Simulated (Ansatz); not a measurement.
# Ta: a short molecular-dynamics run

A trajectory of Ta, a distorted structure with 4 atoms that was not relaxed first: 30 steps of 1 fs at constant energy, with velocities drawn for 600 K.

Method: DFT PBE, plane waves, PAW, scalar-relativistic, no spin polarisation, in Ansatz 0.2.0.

### 1 Starting point

The cell holds 4 atoms (Ta4): a = 4.244 Å, b = 4.324 Å, c = 5.175 Å, α = 65.51°, β = 114.67°, γ = 89.47°.

Coordinates:

```cif
data_structure
_symmetry_space_group_name_H-M 'P 1'
_symmetry_Int_Tables_number 1
_cell_length_a 4.2444
_cell_length_b 4.3241
_cell_length_c 5.1753
_cell_angle_alpha 65.512
_cell_angle_beta 114.672
_cell_angle_gamma 89.475
_cell_volume 76.62
loop_
_atom_site_label
_atom_site_type_symbol
_atom_site_fract_x
_atom_site_fract_y
_atom_site_fract_z
_atom_site_occupancy
Ta1 Ta 0.00417 0.03360 0.94407 1
Ta2 Ta 0.49332 0.48504 0.99485 1
Ta3 Ta 0.76004 0.72301 0.49752 1
Ta4 Ta 0.24406 0.20169 0.51192 1
```

### 2 Dynamics

File input.yaml:

```yaml
crystal:
  lattice:
    - [-4.244295, -0.029183, 0.019632]
    - [-0.019632, 0.00136, 4.324062]
    - [2.141515, 4.190447, 2.153576]
  atoms:
    - { symbol: Ta, position: [0.004171, 0.033596, 0.944071] }
    - { symbol: Ta, position: [0.493323, 0.485043, 0.994847] }
    - { symbol: Ta, position: [0.760035, 0.723014, 0.497519] }
    - { symbol: Ta, position: [0.244057, 0.201694, 0.511923] }
kpoints:
  mp_grid: { grid: [4, 4, 4] }
magnetization:
  spin_polarized: false
scf:
  occupations: { method: gaussian, width: 0.1 }
hamiltonian:
  pseudopotentials: { kind: paw }
  xc: pbe
basis:
  ecutwfc: 420
md:
  timestep: 1.0
  n_steps: 30
  ensemble: nve
  temperature: 600.0
  initial_velocities: maxwell_boltzmann
  seed: 50512
```

Launch:

```
> ansatz run input.yaml --threads 2 --pin off --max-ram 2560MiB --backend cpu --events-out ev --progress --plain --runs-dir out
```

The log of the run:

```text
Warning: md: disabling space-group detection — thermal motion breaks the input geometry's symmetry, so no spatial operation reduces the k-mesh or symmetrises the density; time reversal is kept, so that k and −k are solved as one point where they differ and the mesh holds both, and exact exchange and, on two spinor components, a DFT+U term hold to it where the run has them: on two components no moment then forms, and a state that bears one, which a typed moment (crystal.atoms[].spin; refused beside efield: under a hybrid functional) reaches, can lie lower, under hf by electronvolts; crystal.symmetry.detect: false (a key that needs symmetry detection or time reversal refuses this as the deck is read) with time_reversal: false beside it drops time reversal too
Warning: RAYON_NUM_THREADS=2 ignored (pool sized by the plan → 2); use --threads N
Engine: ansatz 0.2.0, aarch64-unknown-linux-gnu
Pseudopotentials: kind: paw
Pseudopotential: Ta, paw, valence charge 13, recommended cutoff 420 eV (normal), Ta.paw.azcp
Functional definition: PBE
  parameter kappa = 0.804
  parameter beta = 0.06672455060314922
  exchange = pbe_x(kappa = kappa, mu = beta*pi^2/3)
  correlation = pbe_c(beta = beta)
Crystal: 4 atoms, lattice volume = 76.620 Å³
Basis set: ecut = 420 eV, 1501 PW (Γ), exchange–correlation on 60×60×72 points (8 copies of the dense FFT grid, shifted against one another)
Bands: 32, of which v1, the nominal top of the filled ones, is band 26 counted from 1 (25 counted from 0)
Symmetry: 1 space group operations
k-points: 36 of 64 (time reversal used)
Non-local potential: Ta, projectors of the file, l = 0: 3, l = 1: 2, l = 2: 2, l = 3: 1
PAW form: soft (Blöchl's): semilocal exchange-correlation on the pseudo side does not see the compensation charge
PAW one-centre angular grid: Ta, 590 points (default); XC on 64 Gauss nodes
Initial density: superposition of atomic densities (neutral atoms: chi_scale 0, normalization atom), corrected by the library's trained network
Initial wavefunctions: pseudopotential atomic-orbital guess
Functional: x = pbe(κ = 0.804, μ = 0.2195149727645171), c = pbe(β = 0.06672455060314922)
SCF iter   1: F=—  HF=-39727.637996 eV  |F-HF|=—  |Δ(HF+E_count)|=         —  Δρ=4.98e-3  dr2=2.05e-2  ethr=1.77e-3  ⟨swp⟩=4.1  Hψ=4569  notcnv=0
preconditioner: auto → Kerker (q_TF=auto, 2.558 Å⁻¹)  [metal: Δε(μ)=0.022 eV  Ē_g=3.795 eV  σ=0.100 eV  W_gap=0.12  n_scr=16 (ndim 8)  ℏωp=19.0 eV  f_vac=0.000  D(μ)=4.20/eV (n_scr^D=36)]
SCF iter   2: F=—  HF=-39727.635559 eV  |F-HF|=—  |Δ(HF+E_count)|=   2.44e-3  Δρ=2.93e-3  dr2=7.15e-3  ethr=3.95e-5  ⟨swp⟩=1.0  Hψ=1440  notcnv=0
SCF iter   3: F=—  HF=-39727.634664 eV  |F-HF|=—  |Δ(HF+E_count)|=   8.95e-4  Δρ=7.52e-4  dr2=9.77e-4  ethr=1.38e-5  ⟨swp⟩=2.0  Hψ=1474  notcnv=0
SCF iter   4: F=—  HF=-39727.634525 eV  |F-HF|=—  |Δ(HF+E_count)|=   1.38e-4  Δρ=2.13e-4  dr2=2.22e-5  ethr=1.88e-6  ⟨swp⟩=2.0  Hψ=1448  notcnv=0
SCF iter   5: F=—  HF=-39727.634524 eV  |F-HF|=—  |Δ(HF+E_count)|=   1.43e-6  Δρ=3.29e-5  dr2=8.31e-7  ethr=4.27e-8  ⟨swp⟩=2.1  Hψ=1548  notcnv=0
SCF iter   6: F=—  HF=-39727.634522 eV  |F-HF|=—  |Δ(HF+E_count)|=   1.42e-6  Δρ=1.02e-5  dr2=9.36e-8  ethr=1.60e-9  ⟨swp⟩=2.9  Hψ=1976  notcnv=0
SCF iter   7: F=—  HF=-39727.634522 eV  |F-HF|=—  |Δ(HF+E_count)|=   1.13e-8  Δρ=3.66e-6  dr2=2.49e-8  ethr=1.80e-10  ⟨swp⟩=2.0  Hψ=1484  notcnv=0
SCF iter   8: F=-39727.634522 eV  HF=-39727.634522 eV  |F-HF|=6.04e-10  |Δ(HF+E_count)|=   3.49e-9  Δρ=1.06e-6  dr2=1.09e-9  ethr=7.69e-12  ⟨swp⟩=3.0  Hψ=4197  notcnv=0
SCF 1 converged in 8 iterations: F = -39727.634522 eV  dr2 = 1.09e-9
md step     0: t =     0.00 fs  T =   600.0 K  F+E_penalty+E_count = -39727.63452240 eV  E_kin = 0.232668 eV  conserved = -39727.40185440 eV  (8 SCF iters)
Initial density: handed on by an earlier stage of this run
Initial wavefunctions: those handed on with the density
iter 1 solved again at ethr=1.35e-7 eV; its pass at ethr=3.10e-3 eV (dr2=7.03e-5 eV) is discarded
SCF iter   1: F=—  HF=-39727.640030 eV  |F-HF|=—  |Δ(HF+E_count)|=         —  Δρ=3.09e-4  dr2=8.96e-5  ethr=1.35e-7  ⟨swp⟩=3.0  Hψ=6664  notcnv=0
preconditioner: auto → Kerker (q_TF=auto, 2.558 Å⁻¹)  [metal: Δε(μ)=0.022 eV  Ē_g=3.793 eV  σ=0.100 eV  W_gap=0.13  n_scr=16 (ndim 8)  ℏωp=19.0 eV  f_vac=0.000  D(μ)=4.24/eV (n_scr^D=36)]
SCF iter   2: F=—  HF=-39727.640019 eV  |F-HF|=—  |Δ(HF+E_count)|=   1.18e-5  Δρ=1.79e-4  dr2=3.04e-5  ethr=1.35e-7  ⟨swp⟩=1.0  Hψ=1152  notcnv=0
SCF iter   3: F=—  HF=-39727.640012 eV  |F-HF|=—  |Δ(HF+E_count)|=   6.19e-6  Δρ=3.44e-5  dr2=1.97e-6  ethr=5.85e-8  ⟨swp⟩=2.0  Hψ=1504  notcnv=0
SCF iter   4: F=—  HF=-39727.640013 eV  |F-HF|=—  |Δ(HF+E_count)|=   1.87e-7  Δρ=1.15e-5  dr2=7.02e-8  ethr=3.78e-9  ⟨swp⟩=2.0  Hψ=1481  notcnv=0
SCF iter   5: F=—  HF=-39727.640013 eV  |F-HF|=—  |Δ(HF+E_count)|=   1.09e-8  Δρ=2.18e-6  dr2=6.45e-9  ethr=1.35e-10  ⟨swp⟩=2.0  Hψ=1515  notcnv=0
SCF iter   6: F=-39727.640013 eV  HF=-39727.640013 eV  |F-HF|=6.18e-10  |Δ(HF+E_count)|=  8.15e-10  Δρ=8.16e-7  dr2=8.59e-10  ethr=7.69e-12  ⟨swp⟩=4.0  Hψ=3557  notcnv=0
SCF 2 converged in 6 iterations: F = -39727.640013 eV  dr2 = 8.59e-10
md step     1: t =     1.00 fs  T =   614.2 K  F+E_penalty+E_count = -39727.64001252 eV  E_kin = 0.238157 eV  conserved = -39727.40185512 eV  (6 SCF iters)
iter 1 solved again at ethr=1.41e-7 eV; its pass at ethr=3.10e-3 eV (dr2=7.32e-5 eV) is discarded
SCF iter   1: F=—  HF=-39727.645897 eV  |F-HF|=—  |Δ(HF+E_count)|=         —  Δρ=3.14e-4  dr2=9.42e-5  ethr=1.41e-7  ⟨swp⟩=3.0  Hψ=6645  notcnv=0
preconditioner: auto → Kerker (q_TF=auto, 2.558 Å⁻¹)  [metal: Δε(μ)=0.023 eV  Ē_g=3.793 eV  σ=0.100 eV  W_gap=0.13  n_scr=16 (ndim 8)  ℏωp=19.0 eV  f_vac=0.000  D(μ)=4.22/eV (n_scr^D=36)]
SCF iter   2: F=—  HF=-39727.645886 eV  |F-HF|=—  |Δ(HF+E_count)|=   1.13e-5  Δρ=1.83e-4  dr2=3.22e-5  ethr=1.41e-7  ⟨swp⟩=1.0  Hψ=1152  notcnv=0
SCF iter   3: F=—  HF=-39727.645878 eV  |F-HF|=—  |Δ(HF+E_count)|=   7.57e-6  Δρ=3.17e-5  dr2=1.59e-6  ethr=6.19e-8  ⟨swp⟩=2.0  Hψ=1505  notcnv=0
SCF iter   4: F=—  HF=-39727.645878 eV  |F-HF|=—  |Δ(HF+E_count)|=   7.72e-7  Δρ=1.13e-5  dr2=7.00e-8  ethr=3.06e-9  ⟨swp⟩=2.0  Hψ=1485  notcnv=0
SCF iter   5: F=—  HF=-39727.645878 eV  |F-HF|=—  |Δ(HF+E_count)|=   1.06e-8  Δρ=2.20e-6  dr2=6.42e-9  ethr=1.35e-10  ⟨swp⟩=2.0  Hψ=1513  notcnv=0
SCF iter   6: F=-39727.645878 eV  HF=-39727.645878 eV  |F-HF|=6.69e-10  |Δ(HF+E_count)|=  8.44e-10  Δρ=8.27e-7  dr2=9.26e-10  ethr=7.69e-12  ⟨swp⟩=4.0  Hψ=3557  notcnv=0
SCF 3 converged in 6 iterations: F = -39727.645878 eV  dr2 = 9.26e-10
md step     2: t =     2.00 fs  T =   629.3 K  F+E_penalty+E_count = -39727.64587764 eV  E_kin = 0.244022 eV  conserved = -39727.40185598 eV  (6 SCF iters)
iter 1 solved again at ethr=1.88e-7 eV; its pass at ethr=3.10e-3 eV (dr2=9.79e-5 eV) is discarded
SCF iter   1: F=—  HF=-39727.652125 eV  |F-HF|=—  |Δ(HF+E_count)|=         —  Δρ=3.20e-4  dr2=9.82e-5  ethr=1.88e-7  ⟨swp⟩=1.1  Hψ=4857  notcnv=0
preconditioner: auto → Kerker (q_TF=auto, 2.558 Å⁻¹)  [metal: Δε(μ)=0.024 eV  Ē_g=3.792 eV  σ=0.100 eV  W_gap=0.14  n_scr=16 (ndim 8)  ℏωp=19.0 eV  f_vac=0.000  D(μ)=4.21/eV (n_scr^D=36)]
SCF iter   2: F=—  HF=-39727.652112 eV  |F-HF|=—  |Δ(HF+E_count)|=   1.24e-5  Δρ=1.87e-4  dr2=3.51e-5  ethr=1.88e-7  ⟨swp⟩=1.0  Hψ=1152  notcnv=0
SCF iter   3: F=—  HF=-39727.652102 eV  |F-HF|=—  |Δ(HF+E_count)|=   9.79e-6  Δρ=2.70e-5  dr2=9.97e-7  ethr=6.75e-8  ⟨swp⟩=2.0  Hψ=1514  notcnv=0
SCF iter   4: F=—  HF=-39727.652105 eV  |F-HF|=—  |Δ(HF+E_count)|=   2.21e-6  Δρ=1.09e-5  dr2=6.55e-8  ethr=1.92e-9  ⟨swp⟩=2.0  Hψ=1486  notcnv=0
SCF iter   5: F=—  HF=-39727.652105 eV  |F-HF|=—  |Δ(HF+E_count)|=   8.87e-9  Δρ=1.99e-6  dr2=4.85e-9  ethr=1.26e-10  ⟨swp⟩=2.1  Hψ=1523  notcnv=0
SCF iter   6: F=-39727.652105 eV  HF=-39727.652105 eV  |F-HF|=7.93e-10  |Δ(HF+E_count)|=  4.80e-10  Δρ=8.01e-7  dr2=1.00e-9  ethr=7.69e-12  ⟨swp⟩=4.0  Hψ=3553  notcnv=0
SCF 4 converged in 6 iterations: F = -39727.652105 eV  dr2 = 1.00e-9
md step     3: t =     3.00 fs  T =   645.3 K  F+E_penalty+E_count = -39727.65210457 eV  E_kin = 0.250248 eV  conserved = -39727.40185691 eV  (6 SCF iters)
iter 1 solved again at ethr=2.02e-7 eV; its pass at ethr=3.10e-3 eV (dr2=1.05e-4 eV) is discarded
SCF iter   1: F=—  HF=-39727.658698 eV  |F-HF|=—  |Δ(HF+E_count)|=         —  Δρ=3.27e-4  dr2=1.05e-4  ethr=2.02e-7  ⟨swp⟩=1.1  Hψ=4857  notcnv=0
preconditioner: auto → Kerker (q_TF=auto, 2.558 Å⁻¹)  [metal: Δε(μ)=0.025 eV  Ē_g=3.792 eV  σ=0.100 eV  W_gap=0.14  n_scr=16 (ndim 8)  ℏωp=19.0 eV  f_vac=0.000  D(μ)=4.21/eV (n_scr^D=36)]
SCF iter   2: F=—  HF=-39727.658683 eV  |F-HF|=—  |Δ(HF+E_count)|=   1.45e-5  Δρ=1.91e-4  dr2=3.74e-5  ethr=2.02e-7  ⟨swp⟩=1.0  Hψ=1152  notcnv=0
SCF iter   3: F=—  HF=-39727.658676 eV  |F-HF|=—  |Δ(HF+E_count)|=   7.87e-6  Δρ=2.56e-5  dr2=8.33e-7  ethr=7.18e-8  ⟨swp⟩=2.0  Hψ=1514  notcnv=0
SCF iter   4: F=—  HF=-39727.658678 eV  |F-HF|=—  |Δ(HF+E_count)|=   2.94e-6  Δρ=1.05e-5  dr2=6.35e-8  ethr=1.60e-9  ⟨swp⟩=2.0  Hψ=1488  notcnv=0
SCF iter   5: F=-39727.658678 eV  HF=-39727.658678 eV  |F-HF|=1.71e-9  |Δ(HF+E_count)|=   8.17e-9  Δρ=1.81e-6  dr2=3.15e-9  ethr=7.69e-12  ⟨swp⟩=3.3  Hψ=4727  notcnv=0
SCF 5 converged in 5 iterations: F = -39727.658678 eV  dr2 = 3.15e-9
md step     4: t =     4.00 fs  T =   662.3 K  F+E_penalty+E_count = -39727.65867847 eV  E_kin = 0.256821 eV  conserved = -39727.40185791 eV  (5 SCF iters)
iter 1 solved again at ethr=7.70e-11 eV; its pass at ethr=3.10e-3 eV (dr2=4.01e-8 eV) is discarded
SCF iter   1: F=—  HF=-39727.665581 eV  |F-HF|=—  |Δ(HF+E_count)|=         —  Δρ=5.67e-6  dr2=4.04e-8  ethr=7.70e-11  ⟨swp⟩=1.0  Hψ=3173  notcnv=0  defer=24
preconditioner: auto → Kerker (q_TF=auto, 2.558 Å⁻¹)  [metal: Δε(μ)=0.027 eV  Ē_g=3.791 eV  σ=0.100 eV  W_gap=0.15  n_scr=16 (ndim 8)  ℏωp=19.0 eV  f_vac=0.000  D(μ)=4.21/eV (n_scr^D=36)]
SCF iter   2: F=-39727.665583 eV  HF=-39727.665583 eV  |F-HF|=5.60e-10  |Δ(HF+E_count)|=   1.51e-6  Δρ=1.91e-6  dr2=2.06e-9  ethr=7.69e-12  ⟨swp⟩=3.3  Hψ=4482  notcnv=0
SCF 6 converged in 2 iterations: F = -39727.665583 eV  dr2 = 2.06e-9
md step     5: t =     5.00 fs  T =   680.1 K  F+E_penalty+E_count = -39727.66558296 eV  E_kin = 0.263724 eV  conserved = -39727.40185900 eV  (2 SCF iters)
SCF iter   1: F=—  HF=-39727.672800 eV  |F-HF|=—  |Δ(HF+E_count)|=         —  Δρ=6.52e-6  dr2=3.38e-8  ethr=7.77e-10  ⟨swp⟩=1.6  Hψ=1762  notcnv=0  defer=25
preconditioner: auto → Kerker (q_TF=auto, 2.558 Å⁻¹)  [metal: Δε(μ)=0.028 eV  Ē_g=3.791 eV  σ=0.100 eV  W_gap=0.16  n_scr=16 (ndim 8)  ℏωp=19.0 eV  f_vac=0.000  D(μ)=4.21/eV (n_scr^D=36)]
SCF iter   2: F=-39727.672800 eV  HF=-39727.672800 eV  |F-HF|=5.24e-10  |Δ(HF+E_count)|=   4.96e-9  Δρ=1.59e-6  dr2=1.81e-9  ethr=7.69e-12  ⟨swp⟩=3.6  Hψ=4655  notcnv=0
SCF 7 converged in 2 iterations: F = -39727.672800 eV  dr2 = 1.81e-9
md step     6: t =     6.00 fs  T =   698.7 K  F+E_penalty+E_count = -39727.67280018 eV  E_kin = 0.270940 eV  conserved = -39727.40186020 eV  (2 SCF iters)
SCF iter   1: F=—  HF=-39727.680311 eV  |F-HF|=—  |Δ(HF+E_count)|=         —  Δρ=4.37e-6  dr2=8.35e-9  ethr=6.50e-10  ⟨swp⟩=1.6  Hψ=1758  notcnv=0  defer=26
preconditioner: auto → Kerker (q_TF=auto, 2.558 Å⁻¹)  [metal: Δε(μ)=0.029 eV  Ē_g=3.790 eV  σ=0.100 eV  W_gap=0.16  n_scr=16 (ndim 8)  ℏωp=19.0 eV  f_vac=0.000  D(μ)=4.23/eV (n_scr^D=36)]
SCF iter   2: F=-39727.680311 eV  HF=-39727.680311 eV  |F-HF|=2.26e-10  |Δ(HF+E_count)|=   1.56e-9  Δρ=1.16e-6  dr2=6.84e-10  ethr=7.69e-12  ⟨swp⟩=2.0  Hψ=4589  notcnv=0
SCF 8 converged in 2 iterations: F = -39727.680311 eV  dr2 = 6.84e-10
md step     7: t =     7.00 fs  T =   718.1 K  F+E_penalty+E_count = -39727.68031089 eV  E_kin = 0.278449 eV  conserved = -39727.40186147 eV  (2 SCF iters)
SCF iter   1: F=—  HF=-39727.688095 eV  |F-HF|=—  |Δ(HF+E_count)|=         —  Δρ=3.35e-6  dr2=7.09e-9  ethr=1.61e-10  ⟨swp⟩=1.6  Hψ=1765  notcnv=0  defer=25
preconditioner: auto → Kerker (q_TF=auto, 2.558 Å⁻¹)  [metal: Δε(μ)=0.026 eV  Ē_g=3.790 eV  σ=0.100 eV  W_gap=0.15  n_scr=16 (ndim 8)  ℏωp=19.0 eV  f_vac=0.000  D(μ)=4.24/eV (n_scr^D=36)]
SCF iter   2: F=-39727.688095 eV  HF=-39727.688095 eV  |F-HF|=4.44e-10  |Δ(HF+E_count)|=  8.73e-10  Δρ=1.71e-6  dr2=1.64e-9  ethr=7.69e-12  ⟨swp⟩=3.0  Hψ=4038  notcnv=0
SCF 9 converged in 2 iterations: F = -39727.688095 eV  dr2 = 1.64e-9
md step     8: t =     8.00 fs  T =   738.1 K  F+E_penalty+E_count = -39727.68809456 eV  E_kin = 0.286232 eV  conserved = -39727.40186278 eV  (2 SCF iters)
SCF iter   1: F=—  HF=-39727.696130 eV  |F-HF|=—  |Δ(HF+E_count)|=         —  Δρ=3.66e-6  dr2=6.34e-9  ethr=1.36e-10  ⟨swp⟩=1.6  Hψ=1760  notcnv=0  defer=27
preconditioner: auto → Kerker (q_TF=auto, 2.558 Å⁻¹)  [metal: Δε(μ)=0.024 eV  Ē_g=3.790 eV  σ=0.100 eV  W_gap=0.13  n_scr=16 (ndim 8)  ℏωp=19.0 eV  f_vac=0.000  D(μ)=4.27/eV (n_scr^D=36)]
SCF iter   2: F=-39727.696130 eV  HF=-39727.696130 eV  |F-HF|=6.62e-10  |Δ(HF+E_count)|=  4.95e-10  Δρ=1.96e-6  dr2=2.50e-9  ethr=7.69e-12  ⟨swp⟩=3.0  Hψ=4030  notcnv=0
SCF 10 converged in 2 iterations: F = -39727.696130 eV  dr2 = 2.50e-9
md step     9: t =     9.00 fs  T =   758.8 K  F+E_penalty+E_count = -39727.69612950 eV  E_kin = 0.294265 eV  conserved = -39727.40186414 eV  (2 SCF iters)
iter 1 solved again at ethr=2.96e-7 eV; its pass at ethr=3.10e-3 eV (dr2=1.54e-4 eV) is discarded
SCF iter   1: F=—  HF=-39727.704425 eV  |F-HF|=—  |Δ(HF+E_count)|=         —  Δρ=3.72e-4  dr2=1.54e-4  ethr=2.96e-7  ⟨swp⟩=1.1  Hψ=4916  notcnv=0
preconditioner: auto → Kerker (q_TF=auto, 2.558 Å⁻¹)  [metal: Δε(μ)=0.020 eV  Ē_g=3.789 eV  σ=0.100 eV  W_gap=0.11  n_scr=16 (ndim 8)  ℏωp=19.0 eV  f_vac=0.000  D(μ)=4.30/eV (n_scr^D=36)]
SCF iter   2: F=—  HF=-39727.704403 eV  |F-HF|=—  |Δ(HF+E_count)|=   2.27e-5  Δρ=2.16e-4  dr2=5.41e-5  ethr=2.96e-7  ⟨swp⟩=1.0  Hψ=1152  notcnv=0
SCF iter   3: F=—  HF=-39727.704391 eV  |F-HF|=—  |Δ(HF+E_count)|=   1.17e-5  Δρ=3.68e-5  dr2=2.26e-6  ethr=1.04e-7  ⟨swp⟩=2.0  Hψ=1514  notcnv=0
SCF iter   4: F=—  HF=-39727.704393 eV  |F-HF|=—  |Δ(HF+E_count)|=   2.05e-6  Δρ=1.37e-5  dr2=1.02e-7  ethr=4.35e-9  ⟨swp⟩=2.0  Hψ=1482  notcnv=0
SCF iter   5: F=—  HF=-39727.704393 eV  |F-HF|=—  |Δ(HF+E_count)|=   1.35e-8  Δρ=2.32e-6  dr2=7.46e-9  ethr=1.96e-10  ⟨swp⟩=2.1  Hψ=1531  notcnv=0
SCF iter   6: F=-39727.704393 eV  HF=-39727.704393 eV  |F-HF|=7.93e-10  |Δ(HF+E_count)|=  7.20e-10  Δρ=8.97e-7  dr2=1.08e-9  ethr=7.69e-12  ⟨swp⟩=4.0  Hψ=3554  notcnv=0
SCF 11 converged in 6 iterations: F = -39727.704393 eV  dr2 = 1.08e-9
md step    10: t =    10.00 fs  T =   780.2 K  F+E_penalty+E_count = -39727.70439301 eV  E_kin = 0.302527 eV  conserved = -39727.40186556 eV  (6 SCF iters)
SCF iter   1: F=—  HF=-39727.712861 eV  |F-HF|=—  |Δ(HF+E_count)|=         —  Δρ=6.24e-6  dr2=3.14e-8  ethr=1.22e-10  ⟨swp⟩=1.8  Hψ=1797  notcnv=0  defer=28
preconditioner: auto → Kerker (q_TF=auto, 2.558 Å⁻¹)  [metal: Δε(μ)=0.016 eV  Ē_g=3.788 eV  σ=0.100 eV  W_gap=0.09  n_scr=16 (ndim 8)  ℏωp=19.0 eV  f_vac=0.000  D(μ)=4.33/eV (n_scr^D=36)]
SCF iter   2: F=—  HF=-39727.712861 eV  |F-HF|=—  |Δ(HF+E_count)|=   2.50e-9  Δρ=3.37e-6  dr2=7.66e-9  ethr=6.03e-11  ⟨swp⟩=1.0  Hψ=1440  notcnv=0  defer=28
SCF iter   3: F=-39727.712861 eV  HF=-39727.712861 eV  |F-HF|=2.91e-10  |Δ(HF+E_count)|=  6.77e-10  Δρ=7.54e-7  dr2=5.49e-10  ethr=7.69e-12  ⟨swp⟩=4.0  Hψ=3546  notcnv=0
SCF 12 converged in 3 iterations: F = -39727.712861 eV  dr2 = 5.49e-10
md step    11: t =    11.00 fs  T =   802.0 K  F+E_penalty+E_count = -39727.71286144 eV  E_kin = 0.310994 eV  conserved = -39727.40186702 eV  (3 SCF iters)
SCF iter   1: F=—  HF=-39727.721510 eV  |F-HF|=—  |Δ(HF+E_count)|=         —  Δρ=3.34e-6  dr2=7.17e-9  ethr=6.03e-10  ⟨swp⟩=1.6  Hψ=1759  notcnv=0  defer=30
preconditioner: auto → Kerker (q_TF=auto, 2.558 Å⁻¹)  [metal: Δε(μ)=0.023 eV  Ē_g=3.787 eV  σ=0.100 eV  W_gap=0.13  n_scr=16 (ndim 8)  ℏωp=19.0 eV  f_vac=0.000  D(μ)=4.36/eV (n_scr^D=36)]
SCF iter   2: F=-39727.721510 eV  HF=-39727.721510 eV  |F-HF|=1.46e-10  |Δ(HF+E_count)|=  3.35e-10  Δρ=9.72e-7  dr2=5.04e-10  ethr=7.69e-12  ⟨swp⟩=2.7  Hψ=4042  notcnv=0
SCF 13 converged in 2 iterations: F = -39727.721510 eV  dr2 = 5.04e-10
md step    12: t =    12.00 fs  T =   824.3 K  F+E_penalty+E_count = -39727.72151041 eV  E_kin = 0.319642 eV  conserved = -39727.40186849 eV  (2 SCF iters)
```

[end of part 1 of 2]
